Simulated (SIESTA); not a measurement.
Here is a SIESTA 5.4.2 calculation.

File Pb.fdf:

```
SystemName                      Pb
SystemLabel                     Pb
NumberOfSpecies                 1
NumberOfAtoms                   2
%block ChemicalSpeciesLabel
  1  82 Pb
%endblock ChemicalSpeciesLabel

LatticeConstant                 1.0 Ang
%block LatticeVectors
     0.0000000000     3.4390000555     3.4390000555
     3.4390000555     0.0000000000     3.4390000555
     3.4390000555     3.4390000555     0.0000000000
%endblock LatticeVectors
AtomicCoordinatesFormat         Fractional
%block AtomicCoordinatesAndAtomicSpecies
     0.2500000000     0.2500000000     0.2500000000  1  Pb
     0.0000000000     0.0000000000     0.0000000000  1  Pb
%endblock AtomicCoordinatesAndAtomicSpecies

%block kgrid.MonkhorstPack
    7   0   0  0.0
    0   7   0  0.0
    0   0   7  0.0
%endblock kgrid.MonkhorstPack
XC.Functional                   GGA
XC.Authors                      PBEsol
PAO.BasisSize                   DZP
PAO.EnergyShift                 0.003 Ry
Mesh.Cutoff                     500 Ry
OccupationFunction              FD
ElectronicTemperature           0.05 eV
MaxSCFIterations                120
SCF.MustConverge                false
SCF.Mixer.Method                Pulay
SCF.Mixer.Weight                0.25
SCF.Mixer.History               8
SCF.DM.Tolerance                5.0e-05
SCF.H.Tolerance                 1.0e-03 eV
WriteForces                     true
Charge.Mulliken                 end
Charge.Hirshfeld                end
Charge.Voronoi                  end
SaveRho                         true
SaveElectrostaticPotential      true
%block PAO.Basis
  Pb 4
  n=6 0 2
    6.155 0.000
  n=6 1 2
    8.826 0.000
  n=5 2 2
    4.164 0.000
  n=6 2 1
    8.826
%endblock PAO.Basis
```

Potentials or basis: PseudoDojo 0.4 standard (PBEsol files), DZP (energy shift 0.003 Ry; two zetas on semicore shells).

The run is started by

```sh
$ siesta < Pb.fdf > Pb.out 2>&1
```

Estimate the pressure.

0.9 GPa.

Estimate the band gap on the k mesh.

none (metal or under the smearing width).

Caveat: the basis of atomic orbitals isn't converged, which shifts pressures, moduli and gaps. Spin-orbit coupling is left out, which matters for the levels of Pb.
